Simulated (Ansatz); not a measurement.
Al:

```
Al
1.0
     0.00000    2.02481    2.02481
     2.02481    0.00000    2.02481
     2.02481    2.02481    0.00000
Al
1
Direct
  0.00000 0.00000 0.00000
```

- Program: Ansatz 0.2.0
- Task: relaxation of cell and atoms
- Functional: revPBE
- Dispersion: D4
- Potentials or basis: all-electron LAPW, scalar-relativistic
- Basis error allowed: 0.001 eV/atom
- k mesh: 11 × 11 × 11
- Occupations: fermi-dirac, width 0.05 eV
- Spin: no spin polarisation

At the start: volume 16.60 Å³/atom.

Problem. How do energy, volume and symmetry change on relaxing?

Solution. Over 5 steps the energy falls by 14.2 meV/atom and the volume is 15.67 Å³/atom (-5.6 %); space group Fm-3m (No. 225, to 0.05 Å).

The path:
```csv
step,energy change (eV),largest force (eV/Å),volume (Å³)
1,0.0000,0.0000,16.60
2,-0.0136,0.0000,15.49
3,-0.0142,0.0000,15.68
4,-0.0142,0.0000,15.67
5,-0.0142,0.0000,15.67
```

Final structure:
```
CELL_PARAMETERS angstrom
0.00000 1.98606 1.98606
1.98606 0.00000 1.98606
1.98606 1.98606 0.00000
ATOMIC_POSITIONS crystal
Al 0.00000 0.00000 0.00000
```

The cell as given is a measured one (16.60 Å³/atom); revPBE+D4 puts the equilibrium volume -5.6 % from it, thermal expansion not counted.
